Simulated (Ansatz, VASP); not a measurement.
**NaH: VASP beside Ansatz**

File POSCAR:

```
NaH
1.0
    2.9551240000      0.0000000000      0.0000000000
    0.0000000000      2.9551240000      0.0221634300
    0.0000000000      0.0221634300      2.9551240000
Na H
1 1
Direct
    0.0000000000      0.0000000000      0.0000000000
    0.5000000000      0.5000000000      0.5000000000
```

Contents of INCAR.step1:

```
PREC = Accurate
ENCUT = 520
ISMEAR = 0
SIGMA = 0.05
LREAL = F
LASPH = T
NELM = 100
NBANDS = 11
GGA = PE
ALGO = Normal
EDIFF = 1E-4
LWAVE = T
LCHARG = F
```

File INCAR.step2:

```
PREC = Accurate
ENCUT = 520
EDIFF = 1E-6
ISMEAR = 0
SIGMA = 0.05
LREAL = F
LASPH = T
NELM = 100
ALGO = Normal
ISIF = 2
LWAVE = F
LCHARG = T
METAGGA = R2SCAN
LMIXTAU = T
LELF = T
LVHAR = T
NBANDS = 11
ISTART = 1
```

Contents of KPOINTS:

```
regular mesh
0
Gamma
  10 10 10
```

Input for Ansatz:

```yaml
crystal:
  lattice:
    - [2.955124, 0.0, 0.0]
    - [0.0, 2.955124, 0.02216343]
    - [0.0, 0.02216343, 2.955124]
  atoms:
    - { symbol: Na, position: [0.0, 0.0, 0.0] }
    - { symbol: H, position: [0.5, 0.5, 0.5] }
basis:
  ecutwfc: 500
kpoints:
  mp_grid: { grid: [10, 10, 10] }
hamiltonian:
  xc: r2scan
scf:
  occupations: { method: gaussian, width: 0.05 }
output:
  forces: true
  stress: true
  eigenvalues: true
```

Change from the starting cell: strain +0.0150 x Voigt [0, 0, 0, 1, 0, 0], atoms carried along.

Alike in both runs: task single point; functional r2SCAN; k mesh 10 × 10 × 10; occupations gaussian, width 0.05 eV; no spin polarisation.

|  | VASP | Ansatz |
| --- | --- | --- |
| version | VASP 6.6.1 | Ansatz 0.2.0 |
| potentials or method | VASP PAW PBE potentials, release 64 (Na_pv, H) | scalar-relativistic, plane waves, PAW |
| plane-wave cutoff (eV) | 520 | 500 |
| valence electrons in the cell | 8 | 10 |

```csv
,VASP,Ansatz,Ansatz less VASP
gap on the k mesh at the Fermi level (eV),1.61,1.60,-0.011
least direct gap on the mesh (eV),5.10,5.09,-0.006
pressure (GPa),-0.9,-0.5,+0.34
largest component of the traceless stress (GPa),0.08,0.07,-0.012
```

The functional is the same, so the differences come from potentials, cutoffs and numerics. The two sets of potentials don't hold the same shells in valence.

Caveats: the PAW data sets were made with another functional, which shifts forces and pressure a little (VASP). A k mesh can miss the band edges.
